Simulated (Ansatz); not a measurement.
**Yb (dhcp)**

The computed numbers are results of PBE, scalar-relativistic (no spin polarisation) in the plane-wave PAW code Ansatz at 420 eV, 14×14×4 k-mesh, Gaussian smearing of 0.05 eV. The datasets are Ansatz's generated set soft_2.

```
Yb
1.0
     3.68849    0.00000    0.00000
    -1.84424    3.19432    0.00000
     0.00000    0.00000   12.06691
Yb
4
Direct
  0.00000 0.00000 0.00000
  0.00000 0.00000 0.50000
  0.33333 0.66667 0.25000
  0.66667 0.33333 0.75000
```

At room temperature and ambient pressure Yb is fcc.

The cell is relaxed to zero pressure at this level.

Path: Γ–M–K–Γ–A–L–H–A | L–M | H–K, with Γ = (0.000, 0.000, 0.000), M = (0.500, 0.000, 0.000), K = (0.333, 0.333, 0.000), A = (0.000, 0.000, 0.500), L = (0.500, 0.000, 0.500), H = (0.333, 0.333, 0.500) in reciprocal vectors of the calculation's cell.

Problem. Is it a metal or an insulator, and if it has a gap, where are the band edges on this path?

Solution. A metal: bands cross the Fermi level.

Levels between -5 and 3 eV from the Fermi level at the path's named points:
| point | below E_F (eV) | above E_F (eV) |
| --- | --- | --- |
| Γ | -3.85 -3.85 -1.88 -0.49 -0.48 -0.46 -0.46 -0.45 -0.44 -0.41 -0.41 -0.41 -0.41 -0.41 -0.40 -0.38 -0.38 -0.37 -0.37 -0.36 -0.36 -0.35 -0.35 -0.31 -0.31 -0.31 -0.31 -0.31 -0.31 -0.29 -0.29 | 0.38 1.53 1.55 2.69 2.69 2.79 2.79 2.85 |
| M | -1.83 -1.46 -1.23 -1.04 -0.48 -0.45 -0.44 -0.42 -0.42 -0.41 -0.41 -0.41 -0.41 -0.40 -0.40 -0.40 -0.40 -0.40 -0.39 -0.39 -0.36 -0.36 -0.34 -0.34 -0.33 -0.33 -0.33 -0.32 -0.32 -0.31 -0.30 -0.29 | 0.13 0.15 0.24 0.53 1.60 1.60 1.75 2.56 2.67 |
| K | -0.56 -0.56 -0.56 -0.55 -0.49 -0.49 -0.45 -0.45 -0.42 -0.41 -0.40 -0.40 -0.40 -0.40 -0.40 -0.39 -0.39 -0.38 -0.37 -0.37 -0.37 -0.33 -0.33 -0.33 -0.33 -0.32 -0.32 -0.32 -0.31 -0.25 -0.25 | 0.17 0.17 0.18 0.18 0.22 0.67 1.13 1.13 1.69 |
| A | -4.84 -4.84 -2.59 -2.59 -0.49 -0.49 -0.47 -0.47 -0.42 -0.42 -0.41 -0.41 -0.40 -0.40 -0.40 -0.40 -0.39 -0.39 -0.39 -0.39 -0.33 -0.33 -0.33 -0.33 -0.32 -0.32 -0.32 -0.32 -0.31 -0.31 -0.29 -0.29 | 0.76 0.76 2.42 2.42 2.81 2.81 2.81 2.81 |
| L | -1.66 -1.66 -1.14 -1.14 -0.47 -0.47 -0.42 -0.42 -0.41 -0.41 -0.41 -0.41 -0.41 -0.41 -0.40 -0.40 -0.40 -0.40 -0.39 -0.39 -0.38 -0.38 -0.34 -0.34 -0.33 -0.33 -0.32 -0.32 -0.31 -0.31 -0.31 -0.31 | 0.18 0.18 0.35 0.35 1.56 1.56 2.22 2.22 2.99 2.99 |
| H | -0.56 -0.56 -0.55 -0.55 -0.49 -0.49 -0.45 -0.45 -0.41 -0.41 -0.41 -0.41 -0.40 -0.40 -0.39 -0.39 -0.39 -0.39 -0.38 -0.38 -0.37 -0.37 -0.36 -0.36 -0.33 -0.33 -0.32 -0.32 -0.12 -0.12 -0.11 -0.11 -0.03 -0.03 | 0.28 0.28 1.14 1.14 1.22 1.22 |

Without a U the 4f levels of Yb lie too near the Fermi level, so their share of the states there, and what hangs on it, is overstated. No spin–orbit coupling, a notable omission for heavy elements. Spin polarisation wasn't allowed in this run, so with an open shell this may not be the ground state.
